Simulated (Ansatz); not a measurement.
# Ti: a hydrostatic pressure series

The task here is to estimate one member of a computed series from the others.

Program: Ansatz 0.2.0. Level of theory: DFT PBEsol, scalar-relativistic, plane waves, PAW. These are calculated values, not measurements.

1 further run of the same task is left out (set aside as unsound or not needed).

### The system as given

Symmetry: P6_3/mmc, No. 194, hexagonal system. The conventional cell has a = 2.900 Å, b = 2.900 Å, c = 4.591 Å, α = 90.00°, β = 90.00°, γ = 120.00°. Ti (site symmetry -6m2) has 12 Ti at 2.84 to 2.90 Å as nearest neighbours.

As a file:

```cif
data_structure
_symmetry_space_group_name_H-M 'P 1'
_symmetry_Int_Tables_number 1
_cell_length_a 2.9004
_cell_length_b 2.9004
_cell_length_c 4.5910
_cell_angle_alpha 90.000
_cell_angle_beta 90.000
_cell_angle_gamma 120.000
_cell_volume 33.45
loop_
_atom_site_label
_atom_site_type_symbol
_atom_site_fract_x
_atom_site_fract_y
_atom_site_fract_z
_atom_site_occupancy
Ti1 Ti 0.33333 0.66667 0.25000 1
Ti2 Ti 0.66667 0.33333 0.75000 1
```

It is the result of an earlier relaxation at this level (volume 16.72 Å³/atom; gap on the mesh: none (metal)).

The first run:

Input file input.yaml:

```yaml
crystal:
  lattice:
    - [2.9279997301, 0.0, 0.0]
    - [-1.4639998651, 2.5357221485, 0.0]
    - [0.0, 0.0, 4.6346213104]
  atoms:
    - { symbol: Ti, position: [0.3333333333, 0.6666666667, 0.25] }
    - { symbol: Ti, position: [0.6666666667, 0.3333333333, 0.75] }
basis:
  ecutwfc: 420
kpoints:
  mp_grid: { grid: [18, 18, 10] }
hamiltonian:
  xc: pbesol
scf:
  occupations: { method: gaussian, width: 0.1 }
output:
  forces: true
  stress: true
  eigenvalues: true
relax:
  adjacent_minimum: "off"
  f_tol: 0.008
  max_steps: 50
  cell: { stress_tol: 0.08, p_target: -3.0 }
```

On the command line:

```bash
> ansatz run input.yaml --threads 1 --pin off --max-ram 2560MiB --backend cpu --events-out ev --progress --plain --runs-dir out
```

Among the steps run: -3 GPa; 3 GPa; Relaxing at 8 GPa; Target pressure 15 GPa; Target pressure 30 GPa; Relaxing at 60 GPa.

One of the session's tables, all rows but one given; the rest of the session is left out.

Lengths are those of the vectors of the cell that was run:

| P (GPa) | V (Å³/atom) | a (Å) | b (Å) | c (Å) | ΔH (eV/atom) |
| --- | --- | --- | --- | --- | --- |
| -3 | 17.17 | 2.927 | 2.927 | 4.629 | -0.317 |
| 0 | 16.72 | 2.900 | 2.900 | 4.591 | 0.000 |
| 3 | 16.33 | 2.877 | 2.877 | 4.556 | 0.309 |
| 8 | ? | ? | ? | ? | ? |
| 15 | 15.06 | 2.799 | 2.799 | 4.442 | 1.482 |
| 30 | 13.92 | 2.721 | 2.721 | 4.339 | 2.836 |
| 60 | 12.31 | 2.593 | 2.593 | 4.228 | 5.281 |

Q: Estimate the row for P (GPa) = 8 from the others.

Worked estimate for «V (Å³/atom)». A straight line through the neighbours (3, 16.33) and (15, 15.06) gives 16.33 + (15.06 − 16.33) × (8 − 3) / (15 − 3) = 15.80; a parabola fitted to 4 rows on both sides gives 15.76.

The run gave: V (Å³/atom): 15.75; a (Å): 2.841; b (Å): 2.841; c (Å): 4.505; ΔH (eV/atom): 0.810. In «V (Å³/atom)» the line misses by +0.05 and the parabola by +0.01.

ΔH is E + PV over the energy at zero pressure; a, b and c are the vectors of the computed cell. 
